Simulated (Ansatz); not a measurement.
## AgCl (wurtzite): zone-centre phonons and dielectric response

Perturbation theory with PBEsol in the plane-wave code Ansatz on the PBEsol cell, ground state and force constants on a 6×6×4 mesh. No spin polarisation. The prototype was imposed, so other structures may be more stable.

The symmetry is P6_3mc (No. 186, hexagonal); conventional cell a = 4.196 Å, c = 6.689 Å, 25.50 Å³ an atom. Ag is surrounded by 4 Cl at 2.54–2.57 Å; Cl is surrounded by 4 Ag at 2.54–2.57 Å.

```cif
data_structure
_symmetry_space_group_name_H-M 'P6_3mc'
_symmetry_Int_Tables_number 186
_cell_length_a 4.1963
_cell_length_b 4.1963
_cell_length_c 6.6886
_cell_angle_alpha 90.000
_cell_angle_beta 90.000
_cell_angle_gamma 120.000
_cell_volume 102.00
loop_
_atom_site_label
_atom_site_type_symbol
_atom_site_symmetry_multiplicity
_atom_site_Wyckoff_symbol
_atom_site_fract_x
_atom_site_fract_y
_atom_site_fract_z
_atom_site_occupancy
Ag1 Ag 2 b 0.33333 0.66667 0.99560 1
Cl1 Cl 2 b 0.33333 0.66667 0.37940 1
```

Optical modes without the longitudinal term:
```
ω (cm⁻¹)  degeneracy  IR intensity, summed over the level ((D/Å)²/amu)
      15           2                                              0.00
      79           1                                              0.00
     135           1                                              2.53
     148           2                                              5.28
     170           2                                              0.00
     210           1                                              0.00
```

The zone-centre optical frequencies run from 15 to 210 cm⁻¹, none imaginary (the rest of the zone wasn't tested). The long-range field leaves the highest mode where it is. The program warns that the force constants, and all that is formed from them, aren't settled on this k mesh. Of the real levels 2 are infrared active, the strongest at 148 cm⁻¹.

ε∞: 4.21 along x and y, 4.15 along z. With the ions relaxed, ε⁰ is 6.7 along x and y, 7.1 along z. Born charges, averaged over directions: Ag +1.23, Cl -1.23 e.

For comparison, on the r2SCAN cell the mean ε∞ is 3.72 with r2SCAN (ground state on 6×6×4; least gap 1.81 eV), 4.14 with PBE (ground state on 6×6×4; least gap 1.36 eV).

The runs are scalar-relativistic, without spin-orbit coupling.
